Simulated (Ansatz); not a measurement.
## Structure types of Cd compared at 420 GPa

Structure types of Cd are relaxed in primitive cells with their symmetry kept at 420 GPa, first on PAW files, then by LAPW. The enthalpy is E + pV at zero temperature, without zero-point motion. Only the types listed were tried, and differences under about 5 meV/atom are mesh noise.

Level of theory: DFT with PBE, scalar-relativistic, in Ansatz 0.2.0; Fermi–Dirac smearing of 0.1 eV, no spin polarisation. LAPW: all electrons, basis error target 0.5 meV/atom; PAW: frozen-core files, cutoff 420 eV.

k meshes: fcc 19×19×19, bcc 20×20×20, hcp 18×18×10, diamond 14×14×14, beta tin 19×19×19, omega 10×10×13.

Q: Which type is lowest in enthalpy, and by how much?

A: hcp, 80 meV/atom below fcc. The whole table:

```json
{"start type": "fcc", "ends as": "fcc, Fm-3m", "a, b, c (Å)": "3.370, 3.370, 3.370", "V (Å³/atom)": "9.56", "H − H(lowest), LAPW (meV/atom)": "79.6", "same, PAW": "79.7"}
{"start type": "bcc", "ends as": "bcc, Im-3m", "a, b, c (Å)": "2.676, 2.676, 2.676", "V (Å³/atom)": "9.58", "H − H(lowest), LAPW (meV/atom)": "252.8", "same, PAW": "252.5"}
{"start type": "hcp", "ends as": "hcp, P6_3/mmc", "a, b, c (Å)": "2.394, 2.394, 3.851", "V (Å³/atom)": "9.56", "H − H(lowest), LAPW (meV/atom)": "0.0", "same, PAW": "0.0"}
{"start type": "diamond", "ends as": "diamond, Fd-3m", "a, b, c (Å)": "4.547, 4.547, 4.547", "V (Å³/atom)": "11.75", "H − H(lowest), LAPW (meV/atom)": "9574.1", "same, PAW": "9565.3"}
{"start type": "beta tin", "ends as": "beta tin, I4_1/amd", "a, b, c (Å)": "4.241, 4.241, 2.219", "V (Å³/atom)": "9.98", "H − H(lowest), LAPW (meV/atom)": "2041.9", "same, PAW": "2037.8"}
{"start type": "omega", "ends as": "omega, P6/mmm", "a, b, c (Å)": "3.815, 3.815, 2.295", "V (Å³/atom)": "9.64", "H − H(lowest), LAPW (meV/atom)": "519.7", "same, PAW": "519.2"}
```

Q: Split the lead of hcp over fcc into energy and pV.

A: For fcc less hcp: ΔE = +64.8 meV/atom, and p·ΔV = 420 GPa × +0.0056 Å³ × 6.242 meV/(GPa·Å³) = +14.8 meV/atom, together 79.6 meV/atom. hcp wins on both counts.
